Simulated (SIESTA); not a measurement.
Al:

```
Al
1.0
     0.00000    2.02481    2.02481
     2.02481    0.00000    2.02481
     2.02481    2.02481    0.00000
Al
1
Cartesian
  0.0000 0.0000 0.0000
```

Base run:

- Program: SIESTA 5.4.2
- Functional: PBE
- Potentials or basis: Ansatz (PBE files)
- Basis: DZP (energy shift 0.003 Ry)
- Grid cutoff: 500 Ry
- Energy shift: 0.003 Ry
- k mesh: 11 × 11 × 11
- Occupations: fermi-dirac, width 0.05 eV
- Spin: no spin polarisation

Its results: band gap on the k mesh none (metal or under the smearing width); pressure -0.9 GPa.

**Question.** The run is repeated on the same cell with these changes: functional from PBE to LDA; potentials or basis from Ansatz (PBE files) to PseudoDojo 0.4 standard (LDA files). What comes out?

**Answer.** Band gap on the k mesh none (metal or under the smearing width); pressure -3.7 GPa.

Caveats: the basis of atomic orbitals isn't converged, which shifts pressures, moduli and gaps.

Not every run made on this cell is shown here.
